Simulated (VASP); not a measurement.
Runs of VASP 6.6.1 on BAs. The structure is cubic, space group F-43m (No. 216). Conventional cell: a = 4.777 Å, b = 4.777 Å, c = 4.777 Å, α = 90.00°, β = 90.00°, γ = 90.00°. As (site symmetry -43m) has 4 B at 2.07 Å as nearest neighbours. B (site symmetry -43m) has 4 As at 2.07 Å as nearest neighbours. 

```tsv
level	grid for exact exchange (PRECFOCK)	share of exact exchange	gap on the mesh (eV)	pressure (GPa)
B3LYP	Normal	-	2.53	4.4
PBEsol0	Fast	-	2.51	-2.9
r2SCAN-EpsX	Fast	0.1013	(a)	-0.1
r2SCAN0	Fast	-	2.67	(c)
PBE-EpsX	Fast	0.1013	1.73	(b)
```

Alike in all rows: task band structure; potentials or basis VASP PAW PBE potentials, release 64 (As, B); no spin polarisation; cell as given; k mesh 5 × 5 × 5; cutoff (eV) 520; smearing fermi-dirac 0.05 eV; the mesh is coarse, so values aren't converged.

Estimate the missing entries.

(a) 1.89; (b) 1.9; (c) -1.9.

Caveats: all runs use coarse meshes; an unscreened hybrid on a path of extra k points without a Coulomb cutoff has errors near the mesh points, so the bands along the path aren't reliable; the PAW data sets were made with another functional, which shifts forces and pressure a little; an odd mesh through Γ misses points on the zone boundary, where band edges often lie.

A k mesh can miss the band edges, and the runs leave out spin-orbit coupling on As.

Runs at the PBE level aren't shown here.
